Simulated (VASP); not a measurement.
Wanted: the native input for a VASP 6.6.1 run.

```
Task                   : single point
Functional             : LDA
Potentials or basis    : VASP PAW LDA potentials, release 64 (Cu)
Cutoff                 : 350 eV
k mesh                 : 10 × 10 × 10
Occupations            : gaussian, width 0.1 eV
Spin                   : no spin polarisation
Further INCAR settings : ALGO = Normal; EDIFF = 1e-07; NBANDS = 12
```

The structure of Cu lies in POSCAR:

```
Cu                                      
1.0
   -0.0000000000      1.7073290510      1.7073290510
    1.7073290510     -0.0000000000      1.7073290510
    1.7073290510      1.7073290510      0.0000000000
  Cu            
     1
Direct
     0.0000000000000000    0.0000000000000000    0.0000000000000000
```

The cell isn't the ideal one: a relaxed cell with its volume scaled by 0.91.

The input as run:

INCAR

```
SYSTEM = Cu
ALGO = Normal ; EDIFF = 1E-7
ENCUT = 350 ; ISIF = 2
ISMEAR = 0 ; LASPH = .True.
LCHARG = .False. ; LREAL = .False.
LWAVE = .False. ; NBANDS = 12
NELM = 80 ; PREC = Accurate
SIGMA = 0.1
```

KPOINTS

```
k-points
0
Gamma
  10 10 10
  0 0 0
```

Potentials or basis: VASP PAW LDA potentials, release 64 (Cu).

Launch:

```sh
$ cat potpaw_LDA.64/Cu/POTCAR > POTCAR
$ mpirun -np 1 vasp_std > vasp.out
```

Results of the run:

```
Pressure               : 21.9 GPa
Band gap on the k mesh : none (metal or under the smearing width)
```

Caveat: the cutoff is under 1.25 times the usual one of these potentials, so pressure, stress and relaxed cells hold a basis-set (Pulay) error; so large a pressure means that the cell lies far from this level's equilibrium, or that cutoff or potentials fall short.

It took 1.8 s on 1 thread of Intel(R) Xeon(R) 6975P-C (Granite Rapids), on a shared host, peak memory 0.11 GiB.
